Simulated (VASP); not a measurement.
Wanted: the native input for a VASP 6.6.1 run.

```yaml
Task: phonon dispersion
Functional: PBEsol
Potentials_or_basis: VASP PAW PBE potentials, release 64 (Ge_d)
Cutoff: 520 eV
k_mesh: 3 × 3 × 3
Occupations: gaussian, width 0.03 eV
Spin: no spin polarisation
Long-range_dipole_term: no
Supercell_matrix: "[2, 0, 0, 0, 2, 0, 0, 0, 2]"
Further_INCAR_settings: LREAL = Auto; ALGO = Normal; EDIFF = 1e-07; IBRION = 6; POTIM = 0.015; NSW = 1
```

The structure of Ge lies in POSCAR:

```
Ge
1.0
    0.0000000000      5.6578200000      5.6578200000
    5.6578200000      0.0000000000      5.6578200000
    5.6578200000      5.6578200000      0.0000000000
Ge
16
Direct
    0.0000000000      0.0000000000      0.0000000000
    0.0000000000      0.0000000000      0.5000000000
    0.0000000000      0.5000000000      0.0000000000
    0.0000000000      0.5000000000      0.5000000000
    0.5000000000      0.0000000000      0.0000000000
    0.5000000000      0.0000000000      0.5000000000
    0.5000000000      0.5000000000      0.0000000000
    0.5000000000      0.5000000000      0.5000000000
    0.1250000000      0.1250000000      0.1250000000
    0.1250000000      0.1250000000      0.6250000000
    0.1250000000      0.6250000000      0.1250000000
    0.1250000000      0.6250000000      0.6250000000
    0.6250000000      0.1250000000      0.1250000000
    0.6250000000      0.1250000000      0.6250000000
    0.6250000000      0.6250000000      0.1250000000
    0.6250000000      0.6250000000      0.6250000000
```

These files were run (other wordings do the same):

INCAR

```
SYSTEM = Ge
PREC = Accurate
ENCUT = 520
EDIFF = 1E-7
ISMEAR = 0
SIGMA = 0.03
LREAL = Auto
LASPH = .True.
NELM = 80
ALGO = Normal
ISIF = 2
LWAVE = .False.
LCHARG = .False.
GGA = PS
IBRION = 6
NFREE = 2
POTIM = 0.015
NSW = 1
LPHON_DISPERSION = .True.
PHON_NWRITE = -3
```

KPOINTS

```
Automatic mesh
0
Gamma
  3 3 3
  0 0 0
```

QPOINTS

```
path GXWKGLUWLK,UX
8
line-mode
reciprocal
 0.0000000000  0.0000000000  0.0000000000  G
 0.5000000000  0.0000000000  0.5000000000  X

 0.5000000000  0.0000000000  0.5000000000  X
 0.5000000000  0.2500000000  0.7500000000  W

 0.5000000000  0.2500000000  0.7500000000  W
 0.3750000000  0.3750000000  0.7500000000  K

 0.3750000000  0.3750000000  0.7500000000  K
 0.0000000000  0.0000000000  0.0000000000  G

 0.0000000000  0.0000000000  0.0000000000  G
 0.5000000000  0.5000000000  0.5000000000  L

 0.5000000000  0.5000000000  0.5000000000  L
 0.6250000000  0.2500000000  0.6250000000  U

 0.6250000000  0.2500000000  0.6250000000  U
 0.5000000000  0.2500000000  0.7500000000  W

 0.5000000000  0.2500000000  0.7500000000  W
 0.5000000000  0.5000000000  0.5000000000  L

 0.5000000000  0.5000000000  0.5000000000  L
 0.3750000000  0.3750000000  0.7500000000  K

 0.6250000000  0.2500000000  0.6250000000  U
 0.5000000000  0.0000000000  0.5000000000  X
```

Potentials or basis: VASP PAW PBE potentials, release 64 (Ge_d).

The run is started by

```sh
$ cat potpaw_PBE.64/Ge_d/POTCAR > POTCAR
$ mpirun -np 4 vasp_std > vasp.out
```

It gave:

* Highest phonon frequency: 280 cm⁻¹

Run time: 10 min on 4 MPI ranks on AMD EPYC 7R13 Processor (Zen 3), with other jobs on the host, peak memory 0.3 GiB a rank.
